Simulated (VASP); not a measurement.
Sb, 2 atoms in the cell. The structure is hexagonal, space group P6_3/mmc (No. 194). Conventional cell: a = 3.355 Å, b = 3.355 Å, c = 5.470 Å, α = 90.00°, β = 90.00°, γ = 120.00°. Around Sb (site symmetry -6m2) lie 12 Sb at 3.35 Å. This isn't the form of Sb at room conditions, which is rhombohedral.

| Item | Value |
| --- | --- |
| Program | VASP 6.6.1 |
| Task | relaxation of cell and atoms |
| Functional | r2SCAN |
| Dispersion | D3(BJ) |
| Potentials or basis | VASP PAW PBE potentials, release 64 (Sb) |
| Cutoff | 600 eV |
| k mesh | 9 × 9 × 5 |
| Occupations | gaussian, width 0.05 eV |
| Spin | no spin polarisation |
| Further INCAR settings | ALGO = Normal; EDIFF = 1e-06; IBRION = 2; EDIFFG = -0.01; NSW = 60; ISIF = 3 |

Potentials or basis: VASP PAW PBE potentials, release 64 (Sb).

Launch:

```sh
$ cat potpaw_PBE.64/Sb/POTCAR > POTCAR
$ mpirun -np 1 vasp_std > vasp.out
```

Hardware: 1 thread of Intel(R) Xeon(R) 6975P-C (Granite Rapids) (shared host).

Problem. Estimate the wall time of this run.

Solution. Run time: 2.2 min on 1 thread of Intel(R) Xeon(R) 6975P-C (Granite Rapids), with other jobs on the host, peak memory 0.22 GiB. Counts: scf iterations 50, k points 36, ion steps 5.
